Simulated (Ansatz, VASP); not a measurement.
## One calculation of Ti, two programs

File INCAR:

```
ALGO     = Normal         # electronic algorithm
EDIFF    = 1E-6           # SCF threshold, eV
ENCUT    = 520            # plane-wave cutoff, eV
GGA      = PS             # functional
ISIF     = 2              # what is computed and relaxed
ISMEAR   = 0              # smearing method
LASPH    = T              # aspherical terms in the spheres
LCHARG   = T              # write CHGCAR
LELF     = T              # ELF
LREAL    = F              # projectors in reciprocal space
LVHAR    = T            
LWAVE    = F              # write WAVECAR
NBANDS   = 12             # bands
NELM     = 100            # most SCF steps
PREC     = Accurate       # precision mode
SIGMA    = 0.15           # smearing width, eV
```

KPOINTS

```
k-points
0
Gamma
  20 20 20
```

POSCAR

```
Ti
1.0
    0.0000000000      2.1315000000      1.9285000000
    2.1315000000      0.0000000000      1.9285000000
    2.1315000000      2.1315000000      0.0000000000
Ti
1
Direct
    0.0000000000      0.0000000000      0.0000000000
```

Input for Ansatz:

```yaml
crystal:
  lattice:
    - [0.0, 2.1315, 1.9285]
    - [2.1315, 0.0, 1.9285]
    - [2.1315, 2.1315, 0.0]
  atoms:
    - { symbol: Ti, position: [0.0, 0.0, 0.0] }
basis:
  ecutwfc: 420
kpoints:
  mp_grid: { grid: [20, 20, 20] }
hamiltonian:
  xc: pbesol
scf:
  occupations: { method: gaussian, width: 0.15 }
output:
  forces: true
  stress: true
  eigenvalues: true
```

Change from the starting cell: strain +0.050 along x and y, -0.050 along z, atoms carried along.

Alike in both runs: task single point; functional PBEsol; k mesh 20 × 20 × 20; occupations gaussian, width 0.15 eV; no spin polarisation.

|  | VASP | Ansatz |
| --- | --- | --- |
| version | VASP 6.6.1 | Ansatz 0.2.0 |
| potentials or method | VASP PAW PBE potentials, release 64 (Ti_sv) | scalar-relativistic, plane waves, PAW |
| plane-wave cutoff (eV) | 520 | 420 |
| valence electrons in the cell | 12 | 12 |

```csv
,VASP,Ansatz,Ansatz less VASP
gap on the k mesh at the Fermi level (eV),none,none,-
pressure (GPa),-5.4,-5.2,+0.21
largest component of the traceless stress (GPa),1.88,1.87,-0.004
```

A gap of «none» marks a metal or a gap that the smearing closes.

Caveats: the PAW data sets were made with another functional, which shifts forces and pressure a little (VASP).
